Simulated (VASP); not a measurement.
# BN (Qingsongite) (F-43m) in VASP: further runs

The runs below take BN (Qingsongite) through single point, with r2SCAN.

Program: VASP 6.6.1. These are calculated values, not measurements. Logs are shortened: lines on timing, memory, paths and dates and some standing lists are left out, and cuts for length are marked.

**What was measured.**

A printed reference work, monograph reports, for a bulk crystal of BN at 300 K: band gap 6.4 eV (indirect).

The runs below are set against these values where they give the same quantity.

### 1 The cell of the first run

It takes space group F-43m (No. 216, cubic). The conventional cell has a = 3.573 Å, b = 3.573 Å, c = 3.573 Å, α = 90.00°, β = 90.00°, γ = 90.00°. Within 2.1 Å of B (site symmetry -43m) lie 4 N at 1.55 Å. Within 2.1 Å of N (site symmetry -43m) lie 4 B at 1.55 Å.

### 2 Single point, r2SCAN (volume scaled by 0.97)

The input, POSCAR:

```
BN
1.0
    0.0000000000      1.7866329734      1.7866329734
    1.7866329734      0.0000000000      1.7866329734
    1.7866329734      1.7866329734      0.0000000000
B N
1 1
Direct
    0.0000000000      0.0000000000      0.0000000000
    0.2500000000      0.2500000000      0.2500000000
```

The input, INCAR.step1:

```
PREC = Accurate
ENCUT = 520
ISMEAR = 0
SIGMA = 0.02
LREAL = False
LASPH = True
NELM = 80
NBANDS = 11
GGA = PE
ALGO = Normal
EDIFF = 1E-4
LWAVE = True
LCHARG = False
```

The input, INCAR.step2:

```
PREC = Accurate
ENCUT = 520
EDIFF = 1E-6
ISMEAR = 0
SIGMA = 0.02
LREAL = False
LASPH = True
NELM = 80
ALGO = Normal
ISIF = 2
LWAVE = False
LCHARG = True
METAGGA = R2SCAN
LMIXTAU = True
LELF = True
LVHAR = True
NBANDS = 11
ISTART = 1
```

The input, KPOINTS:

```
Automatic mesh
0
Gamma
  12 12 12
```

Potentials or basis: VASP PAW PBE potentials, release 64 (B, N).

Started as:

```console
> cat potpaw_PBE.64/B/POTCAR potpaw_PBE.64/N/POTCAR > POTCAR
> cp INCAR.step1 INCAR
> mpirun -np 1 vasp_std > vasp.out
> cp INCAR.step2 INCAR
> mpirun -np 1 vasp_std > vasp.out
```

OUTCAR:

```text
PREC = Accurate
   ENCUT = 520
   EDIFF = 1E-6
   ISMEAR = 0
   LREAL = False
   LASPH = True
   NELM = 80
   ISIF = 2
   METAGGA = R2SCAN
   ISTART = 1

 ion  position               nearest neighbor table
   1  0.000  0.000  0.000-   2 1.55   2 1.55   2 1.55   2 1.55
   2  0.250  0.250  0.250-   1 1.55   1 1.55   1 1.55   1 1.55

  LATTYP: Found a face centered cubic cell.
 ALAT       =     3.5732659468

  Lattice vectors:

 A1 = (   0.0000000000,   1.7866329734,   1.7866329734)
 A2 = (   1.7866329734,   0.0000000000,   1.7866329734)
 A3 = (   1.7866329734,   1.7866329734,   0.0000000000)

Analysis of symmetry for initial positions (statically):
=====================================================================
 Subroutine PRICEL returns:
 Original cell was already a primitive cell.

 Routine SETGRP: Setting up the symmetry group for a
 face centered cubic supercell.

 Subroutine GETGRP returns: Found 24 space group operations
 (whereof 24 operations were pure point group operations)
 out of a pool of 48 trial point group operations.

The static configuration has the point symmetry T_d .

Analysis of symmetry for dynamics (positions and initial velocities):
=====================================================================
 Subroutine PRICEL returns:
 Original cell was already a primitive cell.

 Routine SETGRP: Setting up the symmetry group for a
 face centered cubic supercell.

 Subroutine GETGRP returns: Found 24 space group operations
 (whereof 24 operations were pure point group operations)
 out of a pool of 48 trial point group operations.

The dynamic configuration has the point symmetry T_d .

 Subroutine INISYM returns: Found 24 space group operations
 (whereof 24 operations are pure point group operations),
 and found     1 'primitive' translations

----------------------------------------------------------------------------------------

                                     Primitive cell

  volume of cell :      11.4061

  direct lattice vectors                    reciprocal lattice vectors
     0.000000000  1.786632973  1.786632973    -0.279856024  0.279856024  0.279856024
     1.786632973  0.000000000  1.786632973     0.279856024 -0.279856024  0.279856024
     1.786632973  1.786632973  0.000000000     0.279856024  0.279856024 -0.279856024

  length of vectors
     2.526680582  2.526680582  2.526680582     0.484724852  0.484724852  0.484724852

  position of ions in fractional coordinates (direct lattice)
     0.000000000  0.000000000  0.000000000
     0.250000000  0.250000000  0.250000000

  ion indices of the primitive-cell ions
   primitive index   ion index
                 1           1
                 2           2

----------------------------------------------------------------------------------------

 KPOINTS: Automatic mesh

Automatic generation of k-mesh.
 Grid dimensions read from file:
 generate k-points for:   12   12   12

 Generating k-lattice:

  Cartesian coordinates                     Fractional coordinates (reciprocal lattice)
    -0.023321335  0.023321335  0.023321335     0.083333333  0.000000000  0.000000000
     0.023321335 -0.023321335  0.023321335     0.000000000  0.083333333  0.000000000
     0.023321335  0.023321335 -0.023321335     0.000000000  0.000000000  0.083333333

  Length of vectors
     0.040393738  0.040393738  0.040393738

  Shift w.r.t. Gamma in fractional coordinates (k-lattice)
     0.000000000  0.000000000  0.000000000

 Subroutine IBZKPT returns following result:
 ===========================================

 Found     72 irreducible k-points:

 Following reciprocal coordinates:
            Coordinates               Weight
  0.000000  0.000000  0.000000      1.000000
  0.083333  0.000000  0.000000      8.000000
  0.166667  0.000000  0.000000      8.000000
  0.250000  0.000000  0.000000      8.000000
  0.333333  0.000000  0.000000      8.000000
  0.416667  0.000000  0.000000      8.000000
[... 16 lines left out ...]
  0.500000  0.166667  0.000000     24.000000
 -0.416667  0.166667  0.000000     24.000000
 [... further k-points ...]
   k-points           NKPTS =     72   k-points in BZ     NKDIM =     72   number of bands    NBANDS=     11
   number of dos      NEDOS =    301   number of ions     NIONS =      2
   total plane-waves  NPLWV =   8000
   dimension x,y,z NGX =    20 NGY =   20 NGZ =   20
   dimension x,y,z NGXF=    40 NGYF=   40 NGZF=   40
   ions per type =               1   1
   NGX,Y,Z   is equivalent  to a cutoff of  13.16, 13.16, 13.16 a.u.
   NGXF,Y,Z  is equivalent  to a cutoff of  26.32, 26.32, 26.32 a.u.
 SYSTEM =  unknown system
   PREC   = accura    normal or accurate (medium, high low for compatibility)
   ISTART =      1    job   : 0-new  1-cont  2-samecut
   ICHARG =      0    charge: 1-file 2-atom 10-const
   ISPIN  =      1    spin polarized calculation?
   LNONCOLLINEAR =      F non collinear calculations
   LSORBIT =      F    spin-orbit coupling
   LASPH  =      T    aspherical Exc in radial PAW
   ENCUT  =  520.0 eV  38.22 Ry    6.18 a.u.   4.70  4.70  4.70*2*pi/ulx,y,z
   NELM   =     80;   NELMIN=  2; NELMDL=  0     # of ELM steps
   EDIFF  = 0.1E-05   stopping-criterion for ELM
   LREAL  =      F    real-space projection
   EDIFFG = 0.1E-04   stopping-criterion for IOM
   NSW    =      0    number of steps for IOM
   IBRION =     -1    ionic relax: 0-MD 1-quasi-New 2-CG
   NFREE  =      0    steps in history (QN), initial steepest desc. (CG)
   ISIF   =      2    stress and relaxation
   ISYM   =      2    0-nonsym 1-usesym 2-fastsym
   POTIM  = 0.5000    time-step for ionic-motion
   TEBEG  =    0.0;   TEEND  =   0.0 temperature during run
   PSTRESS=    0.0 pullay stress
   NELECT =       8.0000    total number of electrons
   NUPDOWN=      -1.0000    fix difference up-down
   EMIN   =  10.00;   EMAX   =-10.00  energy-range for DOS
   EFERMI =   0.00;   METHOD = LEGACY
   ISMEAR =     0;   SIGMA  =   0.02  broadening in eV -4-tet -1-fermi 0-gaus
   EFERMI_NEDOS =   21; number of points for ismear=-14 and -15
   IALGO  =     38    algorithm
   IMIX   =      4    mixing-type and parameters
     AMIX     =   0.40;   BMIX     =  1.00
     AMIX_MAG =   1.60;   BMIX_MAG =  1.00
  volume/ion in A,a.u.               =       5.70        38.49
  Fermi-wavevector in a.u.,A,eV,Ry     =   1.454542  2.748685 28.785728  2.115691
  Thomas-Fermi vector in A             =   2.571680
   LORBIT       =      0    0 simple, 1 ext, 2 COOP (PROOUT), +10 PAW based schemes
   METAGGA = R2SCAN    functional components
   LHFCALC =     F    Hartree Fock is set to
   AEXX    =    0.0000 exact exchange contribution
   IVDW    =     0    specifies the selected vdW correction
   LEPSILON=     F    determine dielectric tensor
   LRPA    =     F    only Hartree local field effects (RPA)
 non-spin polarized calculation
 Gauss-broadening in eV      SIGMA  =   0.02
  energy-cutoff  :      520.00
  volume of cell :       11.41
 maximum number of plane-waves:       331
   NGX =  9   NGY =  9   NGZ =  9

 number of electron       7.9999998 magnetization

 Free energy of the ion-electron system (eV)
  ---------------------------------------------------
  ext. energy  EPLUGINS =         0.00000000
  ---------------------------------------------------
  free energy    TOTEN  =       -19.15457521 eV

  energy without entropy =      -19.15457521  energy(sigma->0) =      -19.15457521

 E-fermi :   7.9327     XC(G=0): -13.8322

 val. band max:        7.6770159072   @ k =   0.0000   0.0000   0.0000
 cond. band min:      12.6954331815   @ k =   0.5000   0.5000   0.0000
 fundamental gap:      5.0184172743
 Fermi energy:         7.9327183865

 k-point     1 :       0.0000    0.0000    0.0000
  band No.  band energies     occupation
      1     -14.0243      2.00000
      2       7.6770      2.00000
      3       7.6770      2.00000
      4       7.6770      2.00000
      5      17.3743      0.00000
      6      17.3743      0.00000
      7      17.3743      0.00000
      8      19.3447      0.00000
      9      34.5040      0.00000
     10      36.8546      0.00000
     11      36.8546      0.00000

 k-point     2 :       0.0833    0.0000    0.0000
  band No.  band energies     occupation
      1     -13.8442      2.00000
      2       6.7026      2.00000
      3       7.4837      2.00000
      4       7.4837      2.00000
      5      17.6477      0.00000
      6      17.6737      0.00000
      7      17.6737      0.00000
      8      19.9080      0.00000
      9      34.2179      0.00000
     10      34.6835      0.00000
     11      34.6835      0.00000

 k-point     3 :       0.1667    0.0000    0.0000
  band No.  band energies     occupation
      1     -13.3111      2.00000
      2       4.4549      2.00000
      3       7.0123      2.00000
      4       7.0123      2.00000
      5      18.0483      0.00000
      6      18.3659      0.00000
      7      18.3659      0.00000
      8      21.2895      0.00000
      9      33.0407      0.00000
     10      33.0407      0.00000
     11      33.5340      0.00000

 k-point     4 :       0.2500    0.0000    0.0000
  band No.  band energies     occupation
      1     -12.4507      2.00000
      2       1.8142      2.00000
      3       6.4673      2.00000
      4       6.4673      2.00000
      5      18.3973      0.00000
      6      19.0144      0.00000
      7      19.0144      0.00000
      8      22.7073      0.00000
      9      32.6532      0.00000
     10      32.6532      0.00000
     11      32.9435      0.00000

 k-point     5 :       0.3333    0.0000    0.0000
  band No.  band energies     occupation
      1     -11.3320      2.00000
      2      -0.7400      2.00000
      3       6.0016      2.00000
      4       6.0016      2.00000
      5      18.6859      0.00000
      6      19.3239      0.00000
      7      19.3239      0.00000
      8      23.7221      0.00000
      9      32.7602      0.00000
     10      33.5973      0.00000
     11      33.5973      0.00000
[... 211 lines left out ...]
 k-point    21 :       0.3333    0.1667    0.0000
  band No.  band energies     occupation
      1     -11.5089      2.00000
      2       1.1653      2.00000
      3       4.6960      2.00000
      4       5.0150      2.00000
      5      16.6241      0.00000
      6      21.2599      0.00000
      7      21.6435      0.00000
      8      21.7230      0.00000
      9      28.7445      0.00000
     10      36.3213      0.00000
     11      37.5260      0.00000

 k-point    22 :       0.4167    0.1667    0.0000
  band No.  band energies     occupation
      1     -10.3799      2.00000
      2      -1.0684      2.00000
      3       4.3187      2.00000
      4       4.4985      2.00000
      5      17.0319      0.00000
      6      21.3535      0.00000
      7      21.7835      0.00000
      8      22.7584      0.00000
      9      29.8009      0.00000
     10      36.0849      0.00000
     11      38.0080      0.00000

 k-point    23 :       0.5000    0.1667    0.0000
  band No.  band energies     occupation
      1      -9.3613      2.00000
      2      -2.7195      2.00000
      3       3.6886      2.00000
      4       4.5777      2.00000
      5      17.3879      0.00000
      6      21.2949      0.00000
      7      21.4913      0.00000
      8      24.2463      0.00000
      9      30.2053      0.00000
     10      36.3437      0.00000
     11      37.2357      0.00000

 k-point    24 :      -0.4167    0.1667    0.0000
  band No.  band energies     occupation
      1      -9.1681      2.00000
      2      -3.0017      2.00000
      3       3.2559      2.00000
      4       4.9181      2.00000
      5      17.8661      0.00000
      6      21.0548      0.00000
      7      21.1501      0.00000
      8      24.9751      0.00000
      9      30.5000      0.00000
     10      34.7031      0.00000
     11      36.6610      0.00000

 [... further k-points ...]
[... 5 lines left out ...]
  --------------------------------------------------------------------------------------
  -------------------------------------------------------------------------------------
  Total        0.9864457      0.9864457      0.9864457      0.0000000      0.0000000     -0.0000000
  in kB      138.5631393    138.5631393    138.5631393      0.0000000      0.0000000     -0.0000000
  external PRESSURE =     138.5631393 kB  Pullay stress =       0.0000000 kB

 VOLUME and BASIS-vectors are now :
 -----------------------------------------------------------------------------
  energy-cutoff  :      520.00
  volume of cell :       11.41
      direct lattice vectors                 reciprocal lattice vectors
     0.000000000  1.786632973  1.786632973    -0.279856024  0.279856024  0.279856024
     1.786632973  0.000000000  1.786632973     0.279856024 -0.279856024  0.279856024
     1.786632973  1.786632973  0.000000000     0.279856024  0.279856024 -0.279856024

 POSITION                                       TOTAL-FORCE (eV/Angst)
 -----------------------------------------------------------------------------------
      0.00000      0.00000      0.00000         0.000000      0.000000      0.000000
      0.89332      0.89332      0.89332        -0.000000     -0.000000     -0.000000
 -----------------------------------------------------------------------------------
    total drift:                                0.000000      0.000000      0.000000

  FREE ENERGIE OF THE ION-ELECTRON SYSTEM (eV)
  ---------------------------------------------------
  free  energy   TOTEN  =       -19.1545752121 eV

  energy  without entropy=      -19.1545752121  energy(sigma->0) =      -19.15457521
```

It took 92 s on 1 thread of AMD EPYC 7R13, shared host; peak memory 0.1 GiB.

Results:

| Item | Value |
| --- | --- |
| Free energy | -19.1546 eV |
| Pressure | 13.9 GPa |
| Band gap on the k mesh | 5.02 eV, indirect (least direct gap 9.70 eV) |

Caveat: the PAW data sets were made with another functional, which shifts forces and pressure a little. A k mesh can miss the band edges.

[end of part 1 of 2]
